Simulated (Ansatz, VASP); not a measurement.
## One calculation of W, two programs

```
W
1.0
    -1.46952    1.46952    1.66119
     1.46952   -1.46952    1.66119
     1.46952    1.46952   -1.66119
W
1
Cartesian
  0.0000 0.0000 0.0000
```

Change from the starting cell: strain -0.080 along x and y, +0.040 along z, atoms carried along.

Alike in both runs: task single point; functional r2SCAN; k mesh 14 × 14 × 14; occupations gaussian, width 0.15 eV; no spin polarisation.

|  | VASP | Ansatz |
| --- | --- | --- |
| version | VASP 6.6.1 | Ansatz 0.2.0 |
| potentials or method | VASP PAW PBE potentials, release 64 (W_sv) | scalar-relativistic, plane waves, PAW |
| plane-wave cutoff (eV) | 520 | 500 |
| valence electrons in the cell | 14 | 14 |

```csv
,VASP,Ansatz,Ansatz less VASP
gap on the k mesh at the Fermi level (eV),none,none,-
pressure (GPa),45.6,43.6,-2.01
largest component of the traceless stress (GPa),28.06,28.17,+0.109
```

A gap of «none» marks a metal or a gap that the smearing closes.

Caveats: so large a pressure means that the cell lies far from this level's equilibrium, or that cutoff or potentials fall short (VASP); the potentials were made for another functional, which shifts forces and pressure (VASP). The runs have no spin-orbit coupling, so splittings on W are missing.
